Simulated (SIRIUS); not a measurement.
Wanted: the native input for a SIRIUS 7.12.0 run.

| Property | Result |
| --- | --- |
| Task | single point |
| Functional | PBEsol |
| Potentials or basis | PseudoDojo 0.4.1 PBEsol standard (scalar relativistic) |
| Cutoff | 1152 eV |
| Density cutoff | 4606 eV |
| k mesh | 10 × 10 × 10 |
| Occupations | fermi-dirac, width 0.05 eV |
| Spin | no spin polarisation |
| Libxc names | ["XC_GGA_X_PBE_SOL", "XC_GGA_C_PBE_SOL"] |
| Energy tol | 1e-08 Ha |
| Density tol | 1e-06 |
| Mixer | anderson |
| Mixing beta | 0.7 |
| Max scf | 100 |
| Radial cutoff for the potentials' integrals | 6.5 bohr |

The system is Li2O.

```
O Li
1.0
     0.00000    2.32685    2.32685
     2.32685    0.00000    2.32685
     2.32685    2.32685    0.00000
O Li
1 2
Cartesian
  0.0000 0.0000 0.0000
  1.1634 1.1634 1.1634
  3.4903 3.4903 3.4903
```

The cell comes from a database or a generator and needn't be the stable form of this composition.

These files were run (other wordings do the same):

sirius.json

```json
{
  "control": {
    "processing_unit": "cpu",
    "verbosity": 2,
    "num_bands_to_print": 13,
    "print_forces": true,
    "print_stress": true
  },
  "parameters": {
    "electronic_structure_method": "pseudopotential",
    "xc_functionals": ["XC_GGA_X_PBE_SOL", "XC_GGA_C_PBE_SOL"],
    "gk_cutoff": 9.2,
    "pw_cutoff": 18.4,
    "ngridk": [10, 10, 10],
    "shiftk": [0, 0, 0],
    "smearing": "fermi_dirac",
    "smearing_width": 0.0018374661,
    "num_bands": 13,
    "num_mag_dims": 0,
    "num_dft_iter": 100,
    "energy_tol": 1e-08,
    "density_tol": 1e-06
  },
  "iterative_solver": {
    "type": "davidson",
    "min_tolerance": 1e-10
  },
  "mixer": {
    "type": "anderson",
    "beta": 0.7,
    "max_history": 8
  },
  "settings": {
    "tol_ne": 1e-10,
    "pseudo_grid_cutoff": 6.5
  },
  "unit_cell": {
    "lattice_vectors": [
      [0.0, 4.397117513676, 4.397117513676],
      [4.397117513676, 0.0, 4.397117513676],
      [4.397117513676, 4.397117513676, 0.0]
    ],
    "atom_coordinate_units": "lattice",
    "atom_types": ["O", "Li"],
    "atom_files": {
      "O": "O.json",
      "Li": "Li.json"
    },
    "atoms": {
      "O": [
        [0.0, 0.0, 0.0]
      ],
      "Li": [
        [0.25, 0.25, 0.25],
        [0.75, 0.75, 0.75]
      ]
    }
  }
}
```

Potentials or basis: PseudoDojo 0.4.1 PBEsol standard (scalar relativistic).

Run with:

```console
$ upf_to_json O.upf
$ upf_to_json Li.upf
$ OMP_NUM_THREADS=1 sirius.scf --input=sirius.json --output=out.json --task=0
```

It gave:

```json
{"Pressure": "-3.8 GPa", "Band gap on the k mesh": "4.81 eV"}
```

Wall time 23 s on 1 thread of AMD EPYC 7R43 64-Core Processor (Zen 3), on a shared host, peak memory 0.24 GiB.
